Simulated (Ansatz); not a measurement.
# Eigenvalues along a path: SnO$_{2}$ (rutile type)

```
CELL_PARAMETERS angstrom
4.35137 0.00000 0.00000
0.00000 4.35137 0.00000
0.00000 0.00000 3.08640
ATOMIC_POSITIONS crystal
Sn 0.00000 0.00000 0.00000
Sn 0.50000 0.50000 0.50000
O 0.30613 0.30613 0.00000
O 0.69387 0.69387 0.00000
O 0.80613 0.19387 0.50000
O 0.19387 0.80613 0.50000
```

The cell comes from a relaxation on PAW files under the same functional, begun from a prototype that needn't be the stable phase.

Computed with Ansatz 0.2.0; functional PBEsol, scalar-relativistic. Settings: a Γ-centred 8×8×11 k mesh, Fermi–Dirac smearing of 0.1 eV, no spin polarisation. Methods: LAPW: all electrons, basis error target 1 meV/atom.

This run: volume at 0.8 of the series' base cell.

Spin–orbit coupling is left out, which matters for the heavy atoms. The structure type is held throughout; the real material can change phase at far lower pressure.

Path points, in fractions of the reciprocal vectors: Γ (0.000, 0.000, 0.000), X (0.000, 0.500, 0.000), M (0.500, 0.500, 0.000), Z (0.000, 0.000, 0.500), R (0.000, 0.500, 0.500), A (0.500, 0.500, 0.500). Levels in eV from the valence-band top; bands 29 to 58, counted from the lowest band of the run. The gap is 3.65 eV, the pressure 72.0 GPa.

```
# k(1/Å) point b29 b30 b31 b32 b33 b34 b35 b36 b37 b38 b39 b40 b41 b42 b43 b44 b45 b46 b47 b48 b49 b50 b51 b52 b53 b54 b55 b56 b57 b58
0.000 Γ -21.67 -20.85 -19.94 -19.63 -19.61 -19.61 -19.38 -19.14 -19.12 -19.12 -19.01 -17.59 -17.59 -14.23 -8.59 -5.02 -4.55 -4.55 -3.93 -2.26 -1.46 -1.12 -1.12 -0.87 -0.87 0.00 3.65 6.91 6.91 7.31
0.180 - -21.63 -20.79 -20.05 -19.64 -19.61 -19.61 -19.37 -19.15 -19.13 -19.13 -19.04 -17.73 -17.36 -14.27 -8.53 -4.93 -4.81 -4.45 -3.78 -2.39 -1.39 -1.17 -1.13 -1.13 -0.85 -0.11 4.02 6.98 7.00 7.37
0.361 - -21.52 -20.68 -20.28 -19.69 -19.60 -19.60 -19.34 -19.17 -19.14 -19.14 -19.05 -18.09 -16.82 -14.47 -8.27 -5.44 -4.67 -4.20 -3.35 -2.74 -1.86 -1.31 -1.13 -1.13 -0.79 -0.36 4.88 7.20 7.21 7.52
0.541 - -21.33 -20.80 -20.23 -19.79 -19.59 -19.59 -19.30 -19.21 -19.15 -19.15 -18.98 -18.49 -16.15 -14.88 -7.77 -6.25 -4.27 -3.81 -3.23 -2.75 -2.61 -1.55 -1.14 -1.13 -0.71 -0.56 5.86 7.17 7.56 7.73
0.722 X -21.08 -21.08 -19.99 -19.99 -19.59 -19.59 -19.26 -19.26 -19.16 -19.16 -18.81 -18.81 -15.47 -15.47 -7.06 -7.06 -3.77 -3.77 -3.28 -3.28 -2.10 -2.10 -1.13 -1.13 -0.64 -0.64 6.70 6.70 7.80 7.80
0.902 - -21.15 -21.15 -19.90 -19.90 -19.59 -19.59 -19.25 -19.25 -19.15 -19.15 -18.74 -18.74 -15.64 -15.64 -6.86 -6.86 -3.76 -3.76 -3.37 -3.37 -2.12 -2.12 -1.15 -1.15 -0.71 -0.71 6.74 6.74 7.94 7.94
1.083 - -21.27 -21.27 -19.75 -19.75 -19.60 -19.60 -19.24 -19.24 -19.14 -19.14 -18.52 -18.52 -16.08 -16.08 -6.32 -6.32 -3.73 -3.73 -3.63 -3.63 -2.21 -2.21 -1.20 -1.20 -0.84 -0.84 6.87 6.87 8.29 8.29
1.263 - -21.36 -21.36 -19.64 -19.64 -19.62 -19.62 -19.24 -19.24 -19.13 -19.13 -18.14 -18.14 -16.63 -16.63 -5.62 -5.62 -4.04 -4.04 -3.70 -3.70 -2.37 -2.37 -1.25 -1.25 -0.93 -0.93 7.01 7.01 8.64 8.64
1.444 M -21.40 -21.40 -19.62 -19.62 -19.60 -19.60 -19.23 -19.23 -19.12 -19.12 -17.86 -17.86 -16.98 -16.98 -5.13 -5.13 -4.41 -4.41 -3.69 -3.69 -2.45 -2.45 -1.27 -1.27 -0.95 -0.95 7.08 7.08 8.78 8.78
1.699 - -21.42 -21.24 -19.75 -19.62 -19.61 -19.61 -19.26 -19.22 -19.14 -19.12 -18.56 -17.81 -17.02 -16.02 -6.38 -5.16 -4.45 -3.91 -3.50 -3.48 -2.64 -2.01 -1.25 -1.22 -0.94 -0.86 6.70 7.13 8.39 8.61
1.954 - -21.49 -20.83 -20.19 -19.63 -19.62 -19.59 -19.31 -19.19 -19.16 -19.12 -18.99 -17.72 -17.16 -14.90 -7.74 -5.08 -4.54 -4.40 -3.13 -3.02 -2.43 -1.42 -1.20 -1.14 -0.91 -0.59 5.67 7.05 7.76 8.03
2.210 - -21.60 -20.74 -20.17 -19.64 -19.61 -19.60 -19.36 -19.16 -19.14 -19.12 -19.05 -17.62 -17.41 -14.33 -8.44 -4.85 -4.78 -4.58 -3.67 -2.50 -1.44 -1.30 -1.15 -1.12 -0.88 -0.20 4.34 6.89 7.27 7.43
2.465 Γ -21.67 -20.85 -19.94 -19.63 -19.61 -19.61 -19.38 -19.14 -19.12 -19.12 -19.01 -17.59 -17.59 -14.23 -8.59 -5.02 -4.55 -4.55 -3.93 -2.26 -1.46 -1.12 -1.12 -0.87 -0.87 0.00 3.65 6.91 6.91 7.31
2.719 - -21.57 -20.68 -19.93 -19.93 -19.92 -19.58 -19.37 -19.18 -19.18 -19.15 -18.99 -17.12 -17.12 -14.43 -8.74 -4.96 -4.37 -4.37 -3.82 -3.24 -1.86 -1.86 -1.52 -0.78 -0.78 -0.20 4.46 7.65 7.65 7.78
2.974 - -21.31 -20.45 -20.45 -20.40 -19.68 -19.44 -19.33 -19.25 -19.25 -19.16 -18.92 -16.26 -16.26 -15.09 -8.93 -4.95 -4.75 -3.95 -3.95 -3.50 -3.05 -3.05 -2.08 -0.91 -0.91 -0.75 6.12 8.74 9.25 9.25
3.228 - -20.98 -20.84 -20.84 -20.44 -19.31 -19.31 -19.27 -19.27 -19.21 -19.18 -18.51 -16.15 -15.50 -15.50 -8.73 -6.63 -4.40 -4.40 -4.33 -3.02 -3.02 -2.97 -2.91 -1.49 -1.24 -1.24 7.70 9.17 10.23 10.80
3.483 Z -20.97 -20.97 -20.66 -20.66 -19.33 -19.33 -19.22 -19.22 -19.15 -19.15 -17.41 -17.41 -15.19 -15.19 -7.95 -7.95 -4.80 -4.80 -3.71 -3.71 -2.63 -2.63 -2.27 -2.27 -1.53 -1.53 8.73 8.73 11.15 11.15
3.663 - -21.12 -21.12 -20.46 -20.46 -19.34 -19.34 -19.22 -19.22 -19.15 -19.15 -17.53 -17.53 -15.12 -15.12 -7.90 -7.90 -4.95 -4.95 -4.21 -4.21 -2.16 -2.16 -2.11 -2.11 -1.48 -1.48 8.78 8.78 10.95 10.95
3.844 - -21.30 -21.30 -20.12 -20.12 -19.36 -19.36 -19.21 -19.21 -19.13 -19.13 -17.81 -17.81 -14.96 -14.96 -7.76 -7.76 -5.48 -5.48 -4.66 -4.66 -1.96 -1.96 -1.76 -1.76 -0.99 -0.99 8.90 8.90 10.58 10.58
4.024 - -21.41 -21.41 -19.81 -19.81 -19.37 -19.37 -19.20 -19.20 -19.11 -19.11 -18.13 -18.13 -14.81 -14.81 -7.51 -7.51 -6.16 -6.16 -4.83 -4.83 -1.98 -1.98 -1.53 -1.53 -0.41 -0.41 9.08 9.08 10.17 10.17
4.205 R -21.45 -21.45 -19.67 -19.67 -19.36 -19.36 -19.20 -19.20 -19.11 -19.11 -18.29 -18.29 -14.76 -14.76 -7.31 -7.31 -6.53 -6.53 -4.88 -4.88 -2.01 -2.01 -1.42 -1.42 -0.18 -0.18 9.21 9.21 9.93 9.93
4.385 - -21.42 -21.42 -19.83 -19.83 -19.37 -19.37 -19.20 -19.20 -19.11 -19.11 -18.08 -18.08 -14.82 -14.82 -7.88 -7.88 -6.00 -6.00 -4.84 -4.84 -1.84 -1.84 -1.37 -1.37 -0.31 -0.31 8.69 8.69 10.13 10.13
4.566 - -21.31 -21.31 -20.16 -20.16 -19.37 -19.37 -19.20 -19.20 -19.12 -19.12 -17.64 -17.64 -14.99 -14.99 -8.54 -8.54 -5.82 -5.82 -4.24 -4.24 -1.52 -1.52 -1.22 -1.22 -0.69 -0.69 7.94 7.94 10.06 10.06
4.746 - -21.15 -21.15 -20.49 -20.49 -19.35 -19.35 -19.20 -19.20 -19.13 -19.13 -17.20 -17.20 -15.22 -15.22 -8.98 -8.98 -5.97 -5.97 -3.26 -3.26 -1.45 -1.45 -1.12 -1.12 -1.03 -1.03 7.40 7.40 9.80 9.80
4.927 A -21.02 -21.02 -20.68 -20.68 -19.35 -19.35 -19.20 -19.20 -19.13 -19.13 -17.00 -17.00 -15.35 -15.35 -9.13 -9.13 -6.05 -6.05 -2.49 -2.49 -2.01 -2.01 -1.09 -1.09 -0.96 -0.96 7.22 7.22 9.66 9.66
5.182 - -21.31 -21.01 -20.68 -20.17 -19.36 -19.35 -19.20 -19.19 -19.13 -19.12 -17.60 -17.07 -15.33 -14.99 -8.99 -8.68 -5.91 -5.87 -4.22 -2.53 -2.19 -1.23 -1.21 -1.16 -1.05 -0.78 7.54 7.63 9.73 10.13
5.437 - -21.45 -21.00 -20.67 -19.65 -19.38 -19.36 -19.21 -19.20 -19.15 -19.11 -18.28 -17.21 -15.27 -14.75 -8.62 -7.49 -5.92 -5.53 -5.44 -2.73 -2.60 -1.62 -1.56 -1.45 -1.26 -0.47 8.17 8.75 9.66 11.28
5.693 - -21.30 -20.98 -20.67 -20.11 -19.36 -19.34 -19.22 -19.21 -19.16 -19.13 -17.85 -17.36 -15.22 -14.95 -8.17 -7.55 -5.26 -5.06 -5.00 -3.37 -2.64 -2.07 -2.02 -1.53 -1.45 -1.35 8.61 8.98 10.40 11.16
5.948 Z -20.97 -20.97 -20.66 -20.66 -19.33 -19.33 -19.22 -19.22 -19.15 -19.15 -17.41 -17.41 -15.19 -15.19 -7.95 -7.95 -4.80 -4.80 -3.71 -3.71 -2.63 -2.63 -2.27 -2.27 -1.53 -1.53 8.73 8.73 11.15 11.15
```
